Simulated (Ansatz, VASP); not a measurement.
Given: the input of a run of Ansatz 0.2.0 on Bi2Se3 (Paraguanajuatite). 

Contents of input.yaml:

```yaml
crystal:
  lattice:
    - [2.0715, 1.1959810826, 9.5453333333]
    - [-2.0715, 1.1959810826, 9.5453333333]
    - [0.0, -2.3919621653, 9.5453333333]
  atoms:
    - { symbol: Bi, position: [0.5992, 0.5992, 0.5992] }
    - { symbol: Bi, position: [0.4008, 0.4008, 0.4008] }
    - { symbol: Se, position: [0.7883, 0.7883, 0.7883] }
    - { symbol: Se, position: [0.2117, 0.2117, 0.2117] }
    - { symbol: Se, position: [0.0, 0.0, 0.0] }
hamiltonian:
  xc: pbe
  pseudopotentials: { kind: paw }
kpoints:
  mp_grid: { grid: [8, 8, 8] }
scf:
  occupations: { method: gaussian, width: 0.015 }
output:
  forces: true
  stress: true
  eigenvalues: true
```

Potentials or basis: Ansatz PAW.

The run is started by

```console
$ ansatz run input.yaml --threads 2 --pin off --max-ram 5632MiB --backend cpu --events-out ev --progress --plain --runs-dir out
```

Q: Translate it to VASP 6.6.1. Potentials or basis there: PBE PAW files Bi_d, Se, 520 eV.

A: As run (cutoffs and basis follow the program's own potentials, and thresholds, step limits or extra output files can differ):

Contents of INCAR:

```
PREC = Accurate
ENCUT = 520
EDIFF = 1E-6
ISMEAR = 0
SIGMA = 0.015
LREAL = F
LASPH = T
NELM = 100
ALGO = Fast
ISIF = 2
LWAVE = F
LCHARG = F
GGA = PE
```

File KPOINTS:

```
Automatic mesh
0
Gamma
  8 8 8
```

POSCAR

```
Bi2Se3
1.0
    2.0715000000      1.1959810826      9.5453333333
   -2.0715000000      1.1959810826      9.5453333333
    0.0000000000     -2.3919621653      9.5453333333
Bi Se
2 3
Direct
    0.5992000000      0.5992000000      0.5992000000
    0.4008000000      0.4008000000      0.4008000000
    0.7883000000      0.7883000000      0.7883000000
    0.2117000000      0.2117000000      0.2117000000
    0.0000000000      0.0000000000      0.0000000000
```

Potentials or basis: VASP PAW PBE potentials, release 64 (Bi_d, Se).

Launch:

```sh
$ cat potpaw_PBE.64/Bi_d/POTCAR potpaw_PBE.64/Se/POTCAR > POTCAR
$ mpirun -np 1 vasp_std > vasp.out
```

Both were run:

|  | Ansatz | VASP |
| --- | --- | --- |
| Pressure | 2.5 GPa | 2.6 GPa |
| Largest force | 0.159 eV/Å | 0.171 eV/Å |

Ansatz's pressure holds a Pulay term of +0.02 GPa for its cutoff of 420 eV, which the other run lacks.

The potentials hold 78 and 48 valence electrons a cell.

Where Ansatz's input types no cutoff or centring, it takes its own default and a Γ-centred mesh.

Pressure is positive in compression.
